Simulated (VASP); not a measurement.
Set up this calculation in VASP 6.6.1, as the native input.

| Item | Value |
| --- | --- |
| Task | relaxation of cell and atoms |
| Functional | PBEsol |
| Potentials or basis | VASP PAW PBE potentials, release 64 (I) |
| Cutoff | 600 eV |
| k mesh | 8 × 8 × 8 |
| Occupations | methfessel-paxton, width 0.1 eV |
| Spin | no spin polarisation |
| Target pressure | 47 GPa |
| Further INCAR settings | ALGO = Normal; EDIFF = 1e-06; IBRION = 2; EDIFFG = -0.01; NSW = 90; ISIF = 3 |
| Target pressure | 47 GPa |

The structure of I lies in POSCAR:

```
I
1.0
    5.4618000000      0.0000000000      0.0000000000
    0.0000000000      5.4618000000      0.0000000000
    0.0000000000      0.0000000000      5.4618000000
I
8
Direct
    0.0000000000      0.0000000000      0.0000000000
    0.5000000000      0.5000000000      0.5000000000
    0.2500000000      0.5000000000      0.0000000000
    0.7500000000      0.5000000000      0.0000000000
    0.0000000000      0.7500000000      0.5000000000
    0.0000000000      0.2500000000      0.5000000000
    0.5000000000      0.0000000000      0.7500000000
    0.5000000000      0.0000000000      0.2500000000
```

The input as run:

INCAR

```
SYSTEM = I
PREC     = Accurate       ! precision mode
ENCUT    = 600            ! plane-wave cutoff, eV
EDIFF    = 1E-6           ! SCF threshold, eV
ISMEAR   = 1              ! smearing method
SIGMA    = 0.1            ! smearing width, eV
LREAL    = .False.        ! projectors in reciprocal space
LASPH    = .True.         ! aspherical terms in the spheres
NELM     = 80             ! most SCF steps
ALGO     = Normal         ! electronic algorithm
ISIF     = 3              ! what is computed and relaxed
LWAVE    = .False.        ! write WAVECAR
LCHARG   = .False.        ! write CHGCAR
GGA      = PS             ! functional
IBRION   = 2              ! ionic algorithm
NSW      = 90             ! ionic steps
EDIFFG   = -0.01          ! ionic threshold
PSTRESS  = 470.0        
KPAR     = 2
```

KPOINTS

```
Automatic mesh
0
Gamma
  8 8 8
  0 0 0
```

Potentials or basis: VASP PAW PBE potentials, release 64 (I).

Launch:

```console
$ cat potpaw_PBE.64/I/POTCAR > POTCAR
$ mpirun -np 2 vasp_std > vasp.out
```

Results of the run:

The relaxed volume is 20.63 Å³/atom. The relaxed cell is a = 5.485 Å, b = 5.485 Å, c = 5.485 Å, α = 90.00°, β = 90.00°, γ = 90.00°. The space group after relaxing (to 0.05 Å) is Pm-3n (No. 223) and the energy change on relaxing (the enthalpy is what falls) is -79.7 meV/atom. The ionic steps are 3 and the pressure after relaxing is 47.0 GPa. The band gap on the k mesh is none (metal or under the smearing width).

Caveat: the cell is relaxed towards a set pressure, so the enthalpy falls and the energy may rise; the PAW data sets were made with another functional, which shifts forces and pressure a little.

Run time: 2.4 min on 2 MPI ranks on Intel(R) Xeon(R) 6975P-C (Granite Rapids) (shared host), peak memory 0.42 GiB a rank.
